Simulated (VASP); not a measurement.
## Ag: relaxation of the atoms with r2SCAN+rVV10

Slab: Ag, a slab with vacuum.

```
Ag
1.0
     2.93936    0.00000    0.00000
    -1.46968    2.54556    0.00000
     0.00000    0.00000   30.08622
Ag
4
Direct
  0.66667 0.33333 0.38535
  0.33333 0.66667 0.46178
  0.00000 0.00000 0.53822
  0.66667 0.33333 0.61465
```

The cell was built by a generator and needn't be a form met in nature.

```json
{
  "Program": "VASP 6.6.1",
  "Task": "relaxation of the atoms",
  "Functional": "r2SCAN",
  "Dispersion": "rVV10",
  "Potentials or basis": "VASP PAW PBE potentials, release 64 (Ag)",
  "Cutoff": "520 eV",
  "k mesh": "15 × 15 × 1",
  "Occupations": "methfessel-paxton, width 0.1 eV",
  "Spin": "no spin polarisation",
  "Dipole correction": "yes",
  "Further INCAR settings": "ALGO = Normal; EDIFF = 1e-07; IBRION = 2; EDIFFG = -0.02; NSW = 90"
}
```

The energy gained by relaxing is 0.6 meV/atom. The ionic steps are 5 and the largest force after relaxing is 0.017 eV/Å. The band gap on the k mesh is none (metal or under the smearing width).

Forces on the atoms (eV/Å):
```
Ag   0.000  0.000 -0.017
Ag   0.000  0.000 -0.012
Ag   0.000  0.000  0.012
Ag   0.000  0.000  0.017
```

The path:
| step | energy change (eV) | largest force (eV/Å) | pressure (GPa) |
| --- | --- | --- | --- |
| 1 | 0.0000 | 0.0749 | -0.91 |
| 2 | -0.0021 | 0.0307 | -1.06 |
| 3 | -0.0021 | 0.0299 | -1.06 |
| 4 | -0.0021 | 0.0255 | -1.06 |
| 5 | -0.0022 | 0.0168 | -1.07 |

Final structure:
```yaml
crystal:
  lattice:
    - [2.93936, 0.00000, 0.00000]
    - [-1.46968, 2.54556, 0.00000]
    - [0.00000, 0.00000, 30.08622]
  atoms:
    - { symbol: Ag, position: [0.66667, 0.33333, 0.38525] }
    - { symbol: Ag, position: [0.33333, 0.66667, 0.46158] }
    - { symbol: Ag, position: [0.00000, 0.00000, 0.53842] }
    - { symbol: Ag, position: [0.66667, 0.33333, 0.61475] }
```

Levels at points of the mesh, in eV from the Fermi level:
| k point | band 20 | band 21 | band 22 | band 23 | band 24 | band 25 |
| --- | --- | --- | --- | --- | --- | --- |
| (0.00, 0.00, 0.00) | -3.66 | -3.48 | -3.41 | -3.41 | -0.97 | 0.36 |

It took 83 min on 2 MPI ranks on Intel(R) Xeon(R) Platinum 8259CL CPU @ 2.50GHz (Skylake/Cascade Lake), on a shared host, peak memory 0.93 GiB a rank.

Caveat: the PAW data sets were made with another functional, which shifts forces and pressure a little.
